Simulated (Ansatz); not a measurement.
Free-standing chains of the atoms of AlN, named by their start (strip: triangular double chain, ladder: square double chain); atoms and period are relaxed, and energies count from relaxed bulk AlN (F-43m, not its usual structure, 10.67 Å³/atom, gap on the mesh 3.31 eV).

Computed with DFT PBE, scalar-relativistic, plane waves, PAW (Ansatz 0.2.0).

Settings: cutoff 420 eV, Γ-centred mesh 1×1×21 on the computed 2-atom cell, Gaussian smearing of 0.05 eV; collinear spin from starting moments 0.5 0.5 μB.

Start (zigzag chain):

```yaml
crystal:
  lattice:
    - [9.80000, 0.00000, 0.00000]
    - [0.00000, 9.30000, 0.00000]
    - [0.00000, 0.00000, 3.08874]
  atoms:
    - { symbol: Al, position: [0.46060, 0.50000, 0.00000] }
    - { symbol: N, position: [0.53940, 0.50000, 0.50000] }
```

**Question.** What does the relaxation give?

**Answer.** The free energy falls by 253 meV/atom.

| Item | Value |
| --- | --- |
| excess energy (eV per host atom) | 1.799 |
| period (Å) | 3.376 |
| gap on the mesh (eV) | 2.40 |
| highest filled level or Fermi level under vacuum (eV) | 5.48 |
| size of the moment (μB per cell) | 0.00 |

Relaxed structure:
```
Al N
1.0
     9.80000    0.00000    0.00000
     0.00000    9.30000    0.00000
     0.00000    0.00000    3.37624
Al N
1 1
Direct
  0.49999 0.50000 0.00000
  0.50001 0.50000 0.50000
```

An odd mesh misses points on the zone edge, so a gap read on it can be too wide.

Each run keeps its start's symmetry and one magnetic start, so lower states can exist.

It took 55 s on 2 threads of AMD EPYC 7R43 64-Core Processor (Zen 3), with other jobs on the host, peak memory 0.54 GiB.